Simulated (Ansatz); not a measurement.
# Rh (P6_3/mmc) in Ansatz: reference runs

How does Rh come out in PBE? The cell is run as given and disturbed.

Program: Ansatz 0.2.0. These are calculated values, not measurements. Logs are shortened: lines on timing, memory, paths and dates and some standing lists are left out, and cuts for length are marked.

## 1. The crystal as given

It takes space group P6_3/mmc (No. 194, hexagonal). Conventional cell: a = 2.731 Å, b = 2.731 Å, c = 4.428 Å, α = 90.00°, β = 90.00°, γ = 120.00°. Rh (site symmetry -6m2) is surrounded by 12 Rh at 2.72 to 2.73 Å.

This isn't the form of Rh at room conditions, which is fcc.

## 2. Single point, PBE

Input file input.yaml:

```yaml
crystal:
  lattice:
    - [2.7309790422, 0.0, 0.0]
    - [-1.3654895211, 2.3650972278, 0.0]
    - [0.0, 0.0, 4.428489]
  atoms:
    - { symbol: Rh, position: [0.3333333333, 0.6666666667, 0.25] }
    - { symbol: Rh, position: [0.6666666667, 0.3333333333, 0.75] }
hamiltonian:
  xc: pbe
  pseudopotentials: { kind: paw }
kpoints:
  mp_grid: { grid: [11, 11, 6] }
scf:
  occupations: { method: fermi_dirac, width: 0.05 }
output:
  forces: true
  stress: true
  eigenvalues: true
  write_density: true
  write_potential: true
  elf: true
  volumetric_format: npy
```

Potentials or basis: Ansatz PAW.

Run with:

```bash
> ansatz run input.yaml --threads 2 --pin off --max-ram 5120MiB --backend cpu --events-out ev --progress --plain --runs-dir out
```

Output:

```text
Warning: RAYON_NUM_THREADS=2 ignored (pool sized by the plan → 2); use --threads N
Engine: ansatz 0.2.0, x86_64-unknown-linux-gnu
Pseudopotentials: kind: paw
Pseudopotential: Rh, paw, valence charge 17, recommended cutoff 420 eV (normal), Rh.paw.azcp
Functional definition: PBE
  parameter kappa = 0.804
  parameter beta = 0.06672455060314922
  exchange = pbe_x(kappa = kappa, mu = beta*pi^2/3)
  correlation = pbe_c(beta = beta)
Crystal: 2 atoms, lattice volume = 28.604 Å³
Basis set: ecut = 420 eV, 573 PW (Γ), exchange–correlation on 40×40×60 points (8 copies of the dense FFT grid, shifted against one another)
Bands: 21, of which v1, the nominal top of the filled ones, is band 17 counted from 1 (16 counted from 0)
Symmetry: 24 space group operations
Space group: P63/mmc (ITA 194), of the structure as read, at distance tolerance 3.1e-5 Å
k-points: 64 of 726
Non-local potential: Rh, projectors of the file, l = 0: 3, l = 1: 2, l = 2: 2, l = 3: 1
PAW form: soft (Blöchl's): semilocal exchange-correlation on the pseudo side does not see the compensation charge
PAW one-centre angular grid: Rh, 590 points (default); XC on 64 Gauss nodes
Initial density: superposition of atomic densities (neutral atoms: chi_scale 0, normalization atom), corrected by the library's trained network
Initial wavefunctions: pseudopotential atomic-orbital guess
Functional: x = pbe(κ = 0.804, μ = 0.2195149727645171), c = pbe(β = 0.06672455060314922)
SCF iter   1: F=—  HF=-12805.702493 eV  |F-HF|=—  |Δ(HF+E_count)|=         —  Δρ=7.49e-3  dr2=2.54e-3  ethr=1.77e-3  ⟨swp⟩=4.9  Hψ=5344  notcnv=0
preconditioner: auto → none  [metal: Δε(μ)=0.017 eV  Ē_g=7.270 eV  σ=0.050 eV  W_gap=0.08  n_scr=8 (ndim 8)  ℏωp=29.5 eV  f_vac=0.000  D(μ)=3.67/eV (n_scr^D=54)  sad-step TF]
SCF iter   2: F=—  HF=-12805.704857 eV  |F-HF|=—  |Δ(HF+E_count)|=   2.36e-3  Δρ=4.13e-3  dr2=8.62e-4  ethr=7.47e-6  ⟨swp⟩=2.0  Hψ=2410  notcnv=0
SCF iter   3: F=—  HF=-12805.705442 eV  |F-HF|=—  |Δ(HF+E_count)|=   5.85e-4  Δρ=5.38e-4  dr2=6.25e-5  ethr=2.54e-6  ⟨swp⟩=2.0  Hψ=1865  notcnv=0
SCF iter   4: F=—  HF=-12805.705454 eV  |F-HF|=—  |Δ(HF+E_count)|=   1.16e-5  Δρ=1.79e-4  dr2=2.06e-6  ethr=1.84e-7  ⟨swp⟩=2.1  Hψ=2010  notcnv=0
SCF iter   5: F=—  HF=-12805.705455 eV  |F-HF|=—  |Δ(HF+E_count)|=   1.69e-6  Δρ=3.79e-5  dr2=3.16e-7  ethr=6.06e-9  ⟨swp⟩=2.0  Hψ=1943  notcnv=0
SCF iter   6: F=-12805.705455 eV  HF=-12805.705455 eV  |F-HF|=2.56e-8  |Δ(HF+E_count)|=   6.80e-8  Δρ=1.21e-5  dr2=3.50e-8  ethr=2.94e-10  ⟨swp⟩=7.0  Hψ=7885  notcnv=0
SCF 1 converged in 6 iterations: F = -12805.705455 eV  dr2 = 3.50e-8
SCF converged after 6 iterations
Free energy (F): -12805.705455 eV
Harris-Foulkes:  -12805.705455 eV  (|F-HF|=2.56e-8)
Internal energy: -12805.675342 eV  (E = F + TS)
E sigma→0 (E₀):  -12805.690399 eV
Entropy (-TS):   -0.030113 eV (-15.057 meV/atom)
Fermi energy:    21.361717 eV
--- Per-component energies (eV) ---
  E_band       = -202.640570
  E_kinetic    = 1144.688773
  E_local      = -3224.306855  (includes V_loc(G=0)·N_el)
  E_nonlocal   = 709.312692
  E_hartree    = 1132.931708
  E_xc         = -443.039931
  E_vxc        = -556.102227  (∫ρ·V_xc dr)
  E_paw        = -7173.764381  (= ΣΔE_a)
  E_vpaw       = -542.110363  (= ΣTr[D̂ρ^β])
  E_aug_tail   = 0.001749  (compensation charges beyond the density's cutoff)
  E_ewald      = -4951.499097
  E_smearing   = -0.030113  (= −TS)
  E_closure    = -0.000000  (closes the sum)
  Σ components = -12805.705455   (vs F -12805.705455, Δ=0.00e0)
--- Forces (eV/Å), atoms counted from 1 ---
  atom   1  Rh     0.00000000    -0.00000000     0.00000000
  atom   2  Rh    -0.00000000     0.00000000    -0.00000000
  max |Σ_I F_I| component: 4.63e-18 eV/Å
--- Stress (GPa, compression-positive) ---
       -3.036953       0.000000      -0.000000
        0.000000      -3.036953      -0.000000
       -0.000000      -0.000000      -4.314675
  P = ⅓ Tr σ = -3.4629 GPa (-34.629 kbar)
--- Band table (eV; the first three rows and the last of 64) ---
  k-point 0: bands = ["-57.4601", "-57.3620", "-25.6363", "-25.0668", "-25.0668", "-24.9850", "-24.9739", "-24.9739", "13.6048", "15.4864", "18.4288", "18.5153", "18.5153", "19.0019", "19.0019", "19.5886", "19.5886", "21.5009", "21.5009", "22.1138", "29.5762"]
  k-point 1: bands = ["-57.4536", "-57.3686", "-25.5939", "-25.0606", "-25.0606", "-25.0299", "-24.9801", "-24.9801", "13.8749", "15.5507", "18.3294", "18.4194", "18.4194", "18.8861", "18.8861", "19.8577", "19.8577", "21.1556", "21.4791", "21.4791", "30.8815"]
  k-point 2: bands = ["-57.4357", "-57.3867", "-25.4772", "-25.1517", "-25.0436", "-25.0436", "-24.9972", "-24.9972", "14.5990", "15.6452", "18.1456", "18.3380", "18.3380", "18.6351", "18.6351", "19.4572", "20.4086", "20.4086", "21.3295", "21.3295", "33.6039"]
  k-point 63: bands = ["-57.3429", "-57.3429", "-25.5043", "-25.5043", "-25.3339", "-25.3339", "-25.1018", "-25.1018", "16.6415", "16.6415", "17.4103", "17.4103", "18.4048", "18.4048", "19.7126", "19.7126", "21.6031", "21.6031", "27.9867", "27.9867", "30.7158"]
```

Wall time 1.7 s (2 threads of Intel Xeon at 2.70GHz, shared host); peak memory 0.34 GiB.

What came out:

```
Free energy            : -12805.7055 eV
Pressure               : -3.5 GPa
Band gap on the k mesh : none (metal or under the smearing width)
```

## 3. Single point, PBE (atoms moved at random, drawn with an rms of 0.05 Å)

Input file input.yaml:

```yaml
crystal:
  lattice:
    - [2.7309790422, 0.0, 0.0]
    - [-1.3654895211, 2.3650972278, 0.0]
    - [0.0, 0.0, 4.428489]
  atoms:
    - { symbol: Rh, position: [0.326875, 0.646371, 0.242117] }
    - { symbol: Rh, position: [0.665125, 0.350048, 0.760545] }
hamiltonian:
  xc: pbe
  pseudopotentials: { kind: paw }
kpoints:
  mp_grid: { grid: [11, 11, 6] }
scf:
  occupations: { method: fermi_dirac, width: 0.05 }
output:
  forces: true
  stress: true
  eigenvalues: true
```

Potentials or basis: Ansatz PAW.

Run with:

```bash
> ansatz run input.yaml --threads 2 --pin off --max-ram 5120MiB --backend cpu --events-out ev --progress --plain --runs-dir out
```

Output:

```text
Warning: RAYON_NUM_THREADS=2 ignored (pool sized by the plan → 2); use --threads N
[... 8 set-up lines as earlier in the session ...]
Crystal: 2 atoms, lattice volume = 28.604 Å³
Basis set: ecut = 420 eV, 573 PW (Γ), exchange–correlation on 40×40×60 points (8 copies of the dense FFT grid, shifted against one another)
Bands: 21, of which v1, the nominal top of the filled ones, is band 17 counted from 1 (16 counted from 0)
Symmetry: 2 space group operations
Space group: P-1 (ITA 2), of the structure as read, at distance tolerance 3.1e-5 Å
k-points: 364 of 726
[... 6 set-up lines as earlier in the session ...]
SCF iter   1: F=—  HF=-12805.653401 eV  |F-HF|=—  |Δ(HF+E_count)|=         —  Δρ=7.26e-3  dr2=2.74e-3  ethr=1.77e-3  ⟨swp⟩=4.9  Hψ=30169  notcnv=0
preconditioner: auto → none  [metal: Δε(μ)=0.001 eV  Ē_g=7.244 eV  σ=0.050 eV  W_gap=0.00  n_scr=8 (ndim 8)  ℏωp=29.5 eV  f_vac=0.000  D(μ)=3.84/eV (n_scr^D=54)  sad-step TF]
SCF iter   2: F=—  HF=-12805.655737 eV  |F-HF|=—  |Δ(HF+E_count)|=   2.34e-3  Δρ=3.98e-3  dr2=9.09e-4  ethr=8.06e-6  ⟨swp⟩=2.0  Hψ=13669  notcnv=0
SCF iter   3: F=—  HF=-12805.656313 eV  |F-HF|=—  |Δ(HF+E_count)|=   5.76e-4  Δρ=5.31e-4  dr2=6.14e-5  ethr=2.67e-6  ⟨swp⟩=2.0  Hψ=10737  notcnv=0
SCF iter   4: F=—  HF=-12805.656295 eV  |F-HF|=—  |Δ(HF+E_count)|=   1.84e-5  Δρ=1.50e-4  dr2=1.29e-6  ethr=1.80e-7  ⟨swp⟩=2.0  Hψ=11139  notcnv=0
SCF iter   5: F=—  HF=-12805.656296 eV  |F-HF|=—  |Δ(HF+E_count)|=   1.74e-6  Δρ=4.31e-5  dr2=7.54e-7  ethr=3.80e-9  ⟨swp⟩=2.0  Hψ=10995  notcnv=0
SCF iter   6: F=-12805.656296 eV  HF=-12805.656296 eV  |F-HF|=6.95e-8  |Δ(HF+E_count)|=   1.60e-7  Δρ=1.68e-5  dr2=9.61e-8  ethr=2.94e-10  ⟨swp⟩=3.0  Hψ=30615  notcnv=0
SCF 1 converged in 6 iterations: F = -12805.656296 eV  dr2 = 9.61e-8
SCF converged after 6 iterations
Free energy (F): -12805.656296 eV
Harris-Foulkes:  -12805.656296 eV  (|F-HF|=6.95e-8)
Internal energy: -12805.624756 eV  (E = F + TS)
E sigma→0 (E₀):  -12805.640526 eV
Entropy (-TS):   -0.031540 eV (-15.770 meV/atom)
Fermi energy:    21.371947 eV
--- Per-component energies (eV) ---
  E_band       = -202.796851
  E_kinetic    = 1144.949484
  E_local      = -3236.136174  (includes V_loc(G=0)·N_el)
  E_nonlocal   = 709.416920
  E_hartree    = 1138.664202
  E_xc         = -443.103855
  E_vxc        = -556.189336  (∫ρ·V_xc dr)
  E_paw        = -7173.815515  (= ΣΔE_a)
  E_vpaw       = -542.182940  (= ΣTr[D̂ρ^β])
  E_aug_tail   = 0.001753  (compensation charges beyond the density's cutoff)
  E_ewald      = -4945.601573
  E_smearing   = -0.031540  (= −TS)
  E_closure    = 0.000000  (closes the sum)
  Σ components = -12805.656296   (vs F -12805.656296, Δ=0.00e0)
--- Forces (eV/Å), atoms counted from 1 ---
  atom   1  Rh    -0.15759643     0.32628705     0.79116530
  atom   2  Rh     0.15759643    -0.32628705    -0.79116530
  max |Σ_I F_I| component: 0.00e0 eV/Å
--- Stress (GPa, compression-positive) ---
       -1.419301      -0.435234      -0.459142
       -0.435232      -3.203605       0.848353
       -0.459142       0.848350      -2.167162
  P = ⅓ Tr σ = -2.2634 GPa (-22.634 kbar)
--- Band table (eV; the first three rows and the last of 364) ---
  k-point 0: bands = ["-57.4644", "-57.3603", "-25.6533", "-25.0942", "-25.0446", "-24.9812", "-24.9737", "-24.9716", "13.6082", "15.4656", "18.3644", "18.4539", "18.5502", "18.9223", "18.9994", "19.4447", "19.8551", "21.2838", "21.7320", "22.1458", "29.5140"]
  k-point 1: bands = ["-57.4582", "-57.3666", "-25.6120", "-25.0875", "-25.0424", "-25.0225", "-24.9808", "-24.9760", "13.8775", "15.5290", "18.2715", "18.3692", "18.4487", "18.8138", "18.9226", "19.6829", "20.0890", "21.1875", "21.3129", "21.6582", "30.8124"]
  k-point 2: bands = ["-57.4420", "-57.3829", "-25.5014", "-25.1432", "-25.0675", "-25.0278", "-24.9994", "-24.9873", "14.5977", "15.6236", "18.0982", "18.3202", "18.3384", "18.5685", "18.6823", "19.4923", "20.2418", "20.5737", "21.2871", "21.3984", "33.4722"]
  k-point 363: bands = ["-57.3717", "-57.3374", "-25.5495", "-25.4545", "-25.3169", "-25.2025", "-25.1227", "-25.0734", "15.7772", "16.0697", "17.0171", "17.5146", "18.4918", "19.2021", "19.8036", "21.1239", "21.5322", "21.7138", "23.1366", "27.4990", "30.6281"]
```

Wall time 6.1 s (2 threads of Intel Xeon at 2.70GHz, shared host); peak memory 0.46 GiB.

What came out:

```
Free energy            : -12805.6563 eV
Pressure               : -2.3 GPa
Largest force          : 0.870 eV/Å
Band gap on the k mesh : none (metal or under the smearing width)
```

Forces in eV/Å, atoms in the order of the input:
```
Rh  -0.158  0.326  0.791
Rh   0.158 -0.326 -0.791
```
